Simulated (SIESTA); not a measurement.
The system is KF (Carobbiite).

```
K F
1.0
     0.00000    2.67185    2.67185
     2.67185    0.00000    2.67185
     2.67185    2.67185    0.00000
K F
1 1
Direct
  0.00000 0.00000 0.00000
  0.50000 0.50000 0.50000
```

Base run:

- Program: SIESTA 5.4.2
- Functional: PBE
- Potentials or basis: PseudoDojo 0.4 standard (PBE files)
- Basis: DZP (energy shift 0.003 Ry; two zetas on semicore shells; d shell added on K)
- Grid cutoff: 800 Ry
- Energy shift: 0.003 Ry
- k mesh: 9 × 9 × 9
- Occupations: fermi-dirac, width 0.05 eV
- Spin: no spin polarisation

Its results: band gap on the k mesh 6.16 eV, direct; pressure 0.9 GPa.

The run is repeated on the same cell with these changes: functional from PBE to PBEsol; potentials or basis from PseudoDojo 0.4 standard (PBE files) to PseudoDojo 0.4 standard (PBEsol files). What comes out?

Band gap on the k mesh 6.03 eV, direct; pressure -1.3 GPa.

Caveats: the basis of atomic orbitals isn't converged, which shifts pressures, moduli and gaps; an odd mesh through Γ misses points on the zone boundary, where band edges often lie (some runs).
